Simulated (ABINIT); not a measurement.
ZnAu:

```xyz
2
Lattice="3.1470 0.0000 0.0000 0.0000 3.1470 0.0000 0.0000 0.0000 3.1470" Properties=species:S:1:pos:R:3 pbc="T T T"
Au    0.0000    0.0000    0.0000
Zn    1.5735    1.5735    1.5735
```

- Program: ABINIT 10.8.3 (patched build)
- Task: relaxation of cell and atoms
- Functional: LDA
- Potentials or basis: PseudoDojo NC SR LDA v0.4.1 standard
- Cutoff: 1088 eV
- k mesh: 6 × 6 × 6
- Occupations: fermi-dirac, width 0.05 eV
- Spin: no spin polarisation

At the start: pressure -6.9 GPa; volume 15.58 Å³/atom.

**Question.** Where does the relaxation end?

**Answer.** Over 5 steps the energy falls by 17.8 meV/atom and the volume is 14.80 Å³/atom (-5.0 %); space group Pm-3m (No. 221, to 0.05 Å).

The path:
```tsv
step	energy change (eV)	largest force (eV/Å)	pressure (GPa)	volume (Å³)
1	0.0000	0.0000	-6.89	31.17
2	-0.0229	0.0000	-4.29	30.51
3	-0.0354	0.0000	0.45	29.52
4	-0.0355	0.0000	-0.03	29.61
5	-0.0355	0.0000	0.00	29.60
```

Final structure:
```
CELL_PARAMETERS angstrom
3.09346 0.00000 0.00000
0.00000 3.09346 0.00000
0.00000 0.00000 3.09346
ATOMIC_POSITIONS crystal
Au 0.00000 0.00000 0.00000
Zn 0.50000 0.50000 0.50000
```
